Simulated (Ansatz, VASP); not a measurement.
Two plane-wave programs on SiC

Contents of POSCAR:

```
SiC
1.0
    0.0000000000      2.2718300000      2.1740000000
    2.1740000000      0.0000000000      2.1740000000
    2.1740000000      2.2718300000      0.0000000000
Si C
1 1
Direct
    0.0000000000      0.0000000000      0.0000000000
    0.7500000000      0.7500000000      0.7500000000
```

Contents of INCAR.step1:

```
SYSTEM = SiC
  PREC = Accurate
  ENCUT = 520
  ISMEAR = 0
  SIGMA = 0.05
  LREAL = .FALSE.
  LASPH = .TRUE.
  NELM = 100
  NBANDS = 11
  GGA = PE
  ALGO = Normal
  EDIFF = 1E-4
  LWAVE = .TRUE.
  LCHARG = .FALSE.
```

The input INCAR.step2:

```
SYSTEM = SiC
  PREC = Accurate
  ENCUT = 520
  EDIFF = 1E-7
  ISMEAR = 0
  SIGMA = 0.05
  LREAL = .FALSE.
  LASPH = .TRUE.
  NELM = 100
  ALGO = Normal
  ISIF = 2
  LWAVE = .FALSE.
  LCHARG = .FALSE.
  METAGGA = R2SCAN
  LMIXTAU = .TRUE.
  NBANDS = 11
  ISTART = 1
```

The input KPOINTS:

```
Automatic mesh
0
G
  12 12 12
  0 0 0
```

Input for Ansatz:

```yaml
crystal:
  lattice:
    - [0.0, 2.27183, 2.174]
    - [2.174, 0.0, 2.174]
    - [2.174, 2.27183, 0.0]
  atoms:
    - { symbol: Si, position: [0.0, 0.0, 0.0] }
    - { symbol: C, position: [0.75, 0.75, 0.75] }
basis:
  ecutwfc: 500
kpoints:
  mp_grid: { grid: [12, 12, 12] }
hamiltonian:
  xc: r2scan
scf:
  occupations: { method: gaussian, width: 0.05 }
output:
  forces: true
  stress: true
  eigenvalues: true
```

Change from the starting cell: strain +0.0450 x Voigt [0, 1, 0, 0, 0, 0], atoms carried along.

Alike in both runs: task single point; functional r2SCAN; k mesh 12 × 12 × 12; occupations gaussian, width 0.05 eV; no spin polarisation.

|  | VASP | Ansatz |
| --- | --- | --- |
| version | VASP 6.6.1 | Ansatz 0.2.0 |
| potentials or method | VASP PAW PBE potentials, release 64 (Si, C) | scalar-relativistic, plane waves, PAW |
| plane-wave cutoff (eV) | 520 | 500 |
| valence electrons in the cell | 8 | 8 |

|  | VASP | Ansatz | Ansatz less VASP |
| --- | --- | --- | --- |
| gap on the k mesh at the Fermi level (eV) | 1.51 | 1.50 | -0.010 |
| least direct gap on the mesh (eV) | 4.97 | 4.95 | -0.013 |
| pressure (GPa) | -8.3 | -8.2 | +0.15 |
| largest component of the traceless stress (GPa) | 8.86 | 8.82 | -0.032 |

Caveats: the PAW data sets were made with another functional, which shifts forces and pressure a little (VASP). A k mesh can miss the band edges.
